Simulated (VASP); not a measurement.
# Au (Fm-3m) in VASP: a series of runs

The runs below take Au through relaxation of cell and atoms, with r2SCAN, LDA.

Everything below comes from runs of VASP 6.6.1. Logs are shortened: lines on timing, memory, paths and dates and some standing lists are left out, and cuts for length are marked.

## 1. The crystal as given

Symmetry: Fm-3m, No. 225, cubic system. The conventional cell has a = 4.070 Å, b = 4.070 Å, c = 4.070 Å, α = 90.00°, β = 90.00°, γ = 90.00°. Around Au (site symmetry m-3m) lie 12 Au at 2.88 Å.

## 2. Relaxation of cell and atoms, r2SCAN

File INCAR:

```
SYSTEM = Au
PREC = Accurate
ENCUT = 600
EDIFF = 1E-6
ISMEAR = 1
SIGMA = 0.1
LREAL = .FALSE.
LASPH = .TRUE.
NELM = 80
ALGO = Normal
ISIF = 3
LWAVE = .FALSE.
LCHARG = .FALSE.
METAGGA = R2SCAN
LMIXTAU = .TRUE.
IBRION = 2
NSW = 90
EDIFFG = -0.01
```

File KPOINTS:

```
regular mesh
0
G
  16 16 16
  0 0 0
```

File POSCAR:

```
Au
1.0
    0.0000000000      2.0350000000      2.0350000000
    2.0350000000      0.0000000000      2.0350000000
    2.0350000000      2.0350000000      0.0000000000
Au
1
Direct
    0.0000000000      0.0000000000      0.0000000000
```

Potentials or basis: VASP PAW PBE potentials, release 64 (Au).

The run is started by

```bash
cat potpaw_PBE.64/Au/POTCAR > POTCAR
mpirun -np 1 vasp_std > vasp.out
```

OUTCAR:

```text
SYSTEM = Au
   PREC = Accurate
   ENCUT = 600
   EDIFF = 1E-6
   ISMEAR = 1
   LREAL = .FALSE.
   LASPH = .TRUE.
   NELM = 80
   ISIF = 3
   METAGGA = R2SCAN
   IBRION = 2
   NSW = 90
   EDIFFG = -0.01

 ion  position               nearest neighbor table
   1  0.000  0.000  0.000-

  LATTYP: Found a face centered cubic cell.
 ALAT       =     4.0700000000

  Lattice vectors:

 A1 = (   0.0000000000,   2.0350000000,   2.0350000000)
 A2 = (   2.0350000000,   0.0000000000,   2.0350000000)
 A3 = (   2.0350000000,   2.0350000000,   0.0000000000)

Analysis of symmetry for initial positions (statically):
=====================================================================
 Subroutine PRICEL returns:
 Original cell was already a primitive cell.

 Routine SETGRP: Setting up the symmetry group for a
 face centered cubic supercell.

 Subroutine GETGRP returns: Found 48 space group operations
 (whereof 48 operations were pure point group operations)
 out of a pool of 48 trial point group operations.

The static configuration has the point symmetry O_h .

Analysis of symmetry for dynamics (positions and initial velocities):
=====================================================================
 Subroutine PRICEL returns:
 Original cell was already a primitive cell.

 Routine SETGRP: Setting up the symmetry group for a
 face centered cubic supercell.

 Subroutine GETGRP returns: Found 48 space group operations
 (whereof 48 operations were pure point group operations)
 out of a pool of 48 trial point group operations.

The dynamic configuration has the point symmetry O_h .

 Subroutine INISYM returns: Found 48 space group operations
 (whereof 48 operations are pure point group operations),
 and found     1 'primitive' translations

----------------------------------------------------------------------------------------

                                     Primitive cell

  volume of cell :      16.8548

  direct lattice vectors                    reciprocal lattice vectors
     0.000000000  2.035000000  2.035000000    -0.245700246  0.245700246  0.245700246
     2.035000000  0.000000000  2.035000000     0.245700246 -0.245700246  0.245700246
     2.035000000  2.035000000  0.000000000     0.245700246  0.245700246 -0.245700246

  length of vectors
     2.877924599  2.877924599  2.877924599     0.425565309  0.425565309  0.425565309

  position of ions in fractional coordinates (direct lattice)
     0.000000000  0.000000000  0.000000000

  ion indices of the primitive-cell ions
   primitive index   ion index
                 1           1

----------------------------------------------------------------------------------------

 KPOINTS: regular mesh

Automatic generation of k-mesh.
 Grid dimensions read from file:
 generate k-points for:   16   16   16

 Generating k-lattice:

  Cartesian coordinates                     Fractional coordinates (reciprocal lattice)
    -0.015356265  0.015356265  0.015356265     0.062500000  0.000000000  0.000000000
     0.015356265 -0.015356265  0.015356265     0.000000000  0.062500000  0.000000000
     0.015356265  0.015356265 -0.015356265     0.000000000  0.000000000  0.062500000

  Length of vectors
     0.026597832  0.026597832  0.026597832

  Shift w.r.t. Gamma in fractional coordinates (k-lattice)
     0.000000000  0.000000000  0.000000000

 Subroutine IBZKPT returns following result:
 ===========================================

 Found    145 irreducible k-points:

 Following reciprocal coordinates:
            Coordinates               Weight
  0.000000  0.000000  0.000000      1.000000
  0.062500  0.000000  0.000000      8.000000
  0.125000  0.000000  0.000000      8.000000
  0.187500  0.000000  0.000000      8.000000
  0.250000  0.000000  0.000000      8.000000
  0.312500  0.000000  0.000000      8.000000
[... 16 lines left out ...]
 -0.125000  0.062500  0.000000     24.000000
 -0.062500  0.062500  0.000000     12.000000
 [... further k-points ...]
   k-points           NKPTS =    145   k-points in BZ     NKDIM =    145   number of bands    NBANDS=      9
   number of dos      NEDOS =    301   number of ions     NIONS =      1
   total plane-waves  NPLWV =  13824
   dimension x,y,z NGX =    24 NGY =   24 NGZ =   24
   dimension x,y,z NGXF=    48 NGYF=   48 NGZF=   48
   ions per type =               1
   NGX,Y,Z   is equivalent  to a cutoff of  13.86, 13.86, 13.86 a.u.
   NGXF,Y,Z  is equivalent  to a cutoff of  27.73, 27.73, 27.73 a.u.
 SYSTEM =  Au
   PREC   = accura    normal or accurate (medium, high low for compatibility)
   ISTART =      0    job   : 0-new  1-cont  2-samecut
   ICHARG =      2    charge: 1-file 2-atom 10-const
   ISPIN  =      1    spin polarized calculation?
   LNONCOLLINEAR =      F non collinear calculations
   LSORBIT =      F    spin-orbit coupling
   LASPH  =      T    aspherical Exc in radial PAW
   ENCUT  =  600.0 eV  44.10 Ry    6.64 a.u.   5.75  5.75  5.75*2*pi/ulx,y,z
   NELM   =     80;   NELMIN=  2; NELMDL= -5     # of ELM steps
   EDIFF  = 0.1E-05   stopping-criterion for ELM
   LREAL  =      F    real-space projection
   EDIFFG = -.1E-01   stopping-criterion for IOM
   NSW    =     90    number of steps for IOM
   IBRION =      2    ionic relax: 0-MD 1-quasi-New 2-CG
   NFREE  =      1    steps in history (QN), initial steepest desc. (CG)
   ISIF   =      3    stress and relaxation
   ISYM   =      2    0-nonsym 1-usesym 2-fastsym
   POTIM  = 0.5000    time-step for ionic-motion
   TEBEG  =    0.0;   TEEND  =   0.0 temperature during run
   PSTRESS=    0.0 pullay stress
   NELECT =      11.0000    total number of electrons
   NUPDOWN=      -1.0000    fix difference up-down
   EMIN   =  10.00;   EMAX   =-10.00  energy-range for DOS
   EFERMI =   0.00;   METHOD = LEGACY
   ISMEAR =     1;   SIGMA  =   0.10  broadening in eV -4-tet -1-fermi 0-gaus
   EFERMI_NEDOS =   21; number of points for ismear=-14 and -15
   IALGO  =     38    algorithm
   IMIX   =      4    mixing-type and parameters
     AMIX     =   0.40;   BMIX     =  1.00
     AMIX_MAG =   1.60;   BMIX_MAG =  1.00
  volume/ion in A,a.u.               =      16.85       113.74
  Fermi-wavevector in a.u.,A,eV,Ry     =   1.420032  2.683470 27.436005  2.016489
  Thomas-Fermi vector in A             =   2.540990
   LORBIT       =      0    0 simple, 1 ext, 2 COOP (PROOUT), +10 PAW based schemes
   METAGGA = R2SCAN    functional components
   LHFCALC =     F    Hartree Fock is set to
   AEXX    =    0.0000 exact exchange contribution
   IVDW    =     0    specifies the selected vdW correction
   LEPSILON=     F    determine dielectric tensor
   LRPA    =     F    only Hartree local field effects (RPA)
 conjugate gradient relaxation of ions
 non-spin polarized calculation
 Methfessel and Paxton  Order N= 1 SIGMA  =   0.10
  energy-cutoff  :      600.00
  volume of cell :       16.85
 maximum number of plane-waves:       588
   NGX = 11   NGY = 11   NGZ = 11

--------------------------------------- Ionic step        1  -------------------------------------------

 number of electron      10.9999999 magnetization

 Free energy of the ion-electron system (eV)
  ---------------------------------------------------
  ext. energy  EPLUGINS =         0.00000000
  ---------------------------------------------------
  free energy    TOTEN  =       -50.57874112 eV

  energy without entropy =      -50.57858738  energy(sigma->0) =      -50.57868987

------------------------ aborting loop because EDIFF is reached ----------------------------------------

  FORCE on cell =-STRESS in cart. coord.  units (eV):
  Direction    XX          YY          ZZ          XY          YZ          ZX
  --------------------------------------------------------------------------------------
  -------------------------------------------------------------------------------------
  Total        0.7711181      0.7711181      0.7711181     -0.0000000     -0.0000000     -0.0000000
  in kB       73.3007173     73.3007173     73.3007173     -0.0000000     -0.0000000     -0.0000000
  external PRESSURE =      73.3007173 kB  Pullay stress =       0.0000000 kB
[... 55 lines left out ...]
  energy  without entropy=      -50.5587505747  energy(sigma->0) =      -50.55874669

--------------------------------------- Ionic step        3  -------------------------------------------

 number of electron      11.0000001 magnetization

 Free energy of the ion-electron system (eV)
  ---------------------------------------------------
  ext. energy  EPLUGINS =         0.00000000
  ---------------------------------------------------
  free energy    TOTEN  =       -50.59448114 eV

  energy without entropy =      -50.59450966  energy(sigma->0) =      -50.59449064

 E-fermi :   8.7656     XC(G=0): -13.4070

 val. band max:        8.7550657205   @ k =   0.5000   0.3125   0.1250
 cond. band min:       8.8427190148   @ k =   0.5000   0.1875   0.0625
 fundamental gap:      0.0876532944
 Fermi energy:         8.7655512967

 k-point     1 :       0.0000    0.0000    0.0000
  band No.  band energies     occupation
      1      -0.9381      2.00000
      2       4.0342      2.00000
      3       4.0342      2.00000
      4       4.0342      2.00000
      5       5.4837      2.00000
      6       5.4837      2.00000
      7      24.1716      0.00000
      8      28.0711      0.00000
      9      28.0711      0.00000
[... 265 lines left out ...]
 k-point    24 :      -0.0625    0.0625    0.0000
  band No.  band energies     occupation
      1      -0.5753      2.00000
      2       3.9100      2.00000
      3       4.1441      2.00000
      4       4.1793      2.00000
      5       5.3653      2.00000
      6       5.5101      2.00000
      7      24.5334      0.00000
      8      26.3059      0.00000
      9      27.7760      0.00000

 [... further k-points ...]

------------------------ aborting loop because EDIFF is reached ----------------------------------------

  FORCE on cell =-STRESS in cart. coord.  units (eV):
  Direction    XX          YY          ZZ          XY          YZ          ZX
  --------------------------------------------------------------------------------------
  -------------------------------------------------------------------------------------
  Total       -0.0060260     -0.0060260     -0.0060260      0.0000000      0.0000000     -0.0000000
  in kB       -0.5490403     -0.5490403     -0.5490403      0.0000000      0.0000000     -0.0000000
  external PRESSURE =      -0.5490403 kB  Pullay stress =       0.0000000 kB
[... 16 lines left out ...]
  FREE ENERGIE OF THE ION-ELECTRON SYSTEM (eV)
  ---------------------------------------------------
  free  energy   TOTEN  =       -50.5944811376 eV

  energy  without entropy=      -50.5945096567  energy(sigma->0) =      -50.59449064

 reached required accuracy - stopping structural energy minimisation
```

Wall time 2.3 min (1 thread of Intel Xeon Platinum 8375C at 2.90GHz (Ice Lake), shared host); peak memory 0.17 GiB.

Results:

```yaml
Free_energy: -50.5945 eV
Relaxed_volume: 17.58 Å³/atom
Relaxed_cell: a = 2.919 Å, b = 2.919 Å, c = 2.919 Å, α = 60.00°, β = 60.00°, γ = 60.00°
Space_group_after_relaxing_to_0.05_Å: Fm-3m (No. 225)
Energy_gained_by_relaxing: 15.7 meV/atom
Ionic_steps: 3
Pressure_after_relaxing: -0.1 GPa
Band_gap_on_the_k_mesh: none (metal or under the smearing width)
```

The path:
```tsv
step	energy change (eV)	largest force (eV/Å)	pressure (GPa)	volume (Å³)
1	0.0000	0.0000	7.33	16.85
2	0.0200	0.0000	-8.47	18.81
3	-0.0157	0.0000	-0.05	17.58
```

Final structure:
```yaml
crystal:
  lattice:
    - [0.00000, 2.06396, 2.06396]
    - [2.06396, 0.00000, 2.06396]
    - [2.06396, 2.06396, 0.00000]
  atoms:
    - { symbol: Au, position: [0.00000, 0.00000, 0.00000] }
```

Caveat: the PAW data sets were made with another functional, which shifts forces and pressure a little. Spin-orbit coupling is left out, which matters for the levels of Au.

(Continued in part 2 of 2.)
